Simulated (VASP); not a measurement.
Write the native input for VASP 6.6.1 that does the following.

* Task: relaxation of cell and atoms
* Functional: RPBE
* Potentials or basis: VASP PAW PBE potentials, release 64 (V_sv)
* Cutoff: 600 eV
* k mesh: 18 × 18 × 10
* Occupations: gaussian, width 0.1 eV
* Spin: no spin polarisation
* Further INCAR settings: ALGO = Fast; EDIFF = 1e-07; IBRION = 2; EDIFFG = -0.005; NSW = 90; ISIF = 3

The structure of V lies in POSCAR:

```
V
1.0
    2.6923490400      0.0000000000      0.0000000000
   -1.3461745200      2.3316426600      0.0000000000
    0.0000000000      0.0000000000      4.3966059800
V
2
Direct
    0.3333333300      0.6666666700      0.2500000000
    0.6666666700      0.3333333300      0.7500000000
```

This isn't the form of V at room conditions, which is bcc.

The input as run:

INCAR

```
SYSTEM = V
PREC = Accurate
ENCUT = 600
EDIFF = 1E-7
ISMEAR = 0
SIGMA = 0.1
LREAL = .False.
LASPH = .True.
NELM = 80
ALGO = Fast
ISIF = 3
LWAVE = .False.
LCHARG = .False.
GGA = RP
IBRION = 2
NSW = 90
EDIFFG = -0.005
```

KPOINTS

```
regular mesh
0
Gamma
  18 18 10
  0 0 0
```

Potentials or basis: VASP PAW PBE potentials, release 64 (V_sv).

Launch:

```sh
$ cat potpaw_PBE.64/V_sv/POTCAR > POTCAR
$ mpirun -np 1 vasp_std > vasp.out
```

Results of the run:

| Item | Value |
| --- | --- |
| Relaxed volume | 14.19 Å³/atom |
| Relaxed cell | a = 2.636 Å, b = 2.636 Å, c = 4.718 Å, α = 90.00°, β = 90.00°, γ = 120.00° |
| Space group after relaxing (to 0.05 Å) | P6_3/mmc (No. 194) |
| Energy gained by relaxing | 38.2 meV/atom |
| Ionic steps | 8 |
| Pressure after relaxing | 0.0 GPa |
| Band gap on the k mesh | none (metal or under the smearing width) |

Caveat: the PAW data sets were made with another functional, which shifts forces and pressure a little.

Wall time 8.8 min on 1 thread of Intel(R) Xeon(R) Platinum 8488C (Sapphire Rapids), with other jobs on the host, peak memory 0.25 GiB.
